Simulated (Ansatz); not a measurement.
# Sc: the cost of one run

Program: Ansatz 0.2.0. Level of theory: DFT PBE, scalar-relativistic, plane waves, PAW. These are calculated values, not measurements.

## (1) Starting point

Symmetry: I4/mcm, No. 140, tetragonal system. Conventional cell: a = 6.176 Å, b = 6.176 Å, c = 5.412 Å, α = 90.00°, β = 90.00°, γ = 90.00°. Sc (site symmetry m2m) has 11 Sc at 2.86 to 3.38 Å as nearest neighbours.

As a file:

```
Sc
1.0
    -3.08801    3.08801    2.70624
     3.08801   -3.08801    2.70624
     3.08801    3.08801   -2.70624
Sc
4
Direct
  0.16373 0.33627 0.50000
  0.66373 0.16373 0.82746
  0.33627 0.83627 0.17254
  0.83627 0.66373 0.50000
```

The structure comes from the Materials Project (structure only).

## (2) A change within the space group

What differs from the listed cell: strain xx, yy, zz, yz, xz, xy = -5.0, -5.0, -2.0, +0.0, +0.0, +0.0 %; atoms moved by 0.06 Å root mean square, at most 0.06 Å.

Contents of input.yaml:

```yaml
crystal:
  lattice:
    - [-2.9350013064, 2.9350013064, 2.6533364143]
    - [2.9350013064, -2.9350013064, 2.6533364143]
    - [2.9350013064, 2.9350013064, -2.6533364143]
  atoms:
    - { symbol: Sc, position: [0.1706000233, 0.3293999767, 0.5] }
    - { symbol: Sc, position: [0.6706000233, 0.1706000233, 0.8412000366] }
    - { symbol: Sc, position: [0.3293999767, 0.8293999767, 0.1587999634] }
    - { symbol: Sc, position: [0.8293999767, 0.6706000233, 0.5] }
basis:
  ecutwfc: 420
kpoints:
  mp_grid: { grid: [10, 10, 10] }
hamiltonian:
  xc: pbe
scf:
  occupations: { method: gaussian, width: 0.1 }
output:
  forces: true
  stress: true
  eigenvalues: true
  write_density: true
  write_potential: true
  elf: true
  volumetric_format: npy
```

Launch:

```bash
$ ansatz run input.yaml --threads 1 --pin off --max-ram 1331MiB --backend cpu --events-out ev --progress --plain --runs-dir out
```

Q: Estimate wall time and peak memory on 1 thread of an Arm CPU, shared host.

About 17 s, with a peak of 0.46 GiB.
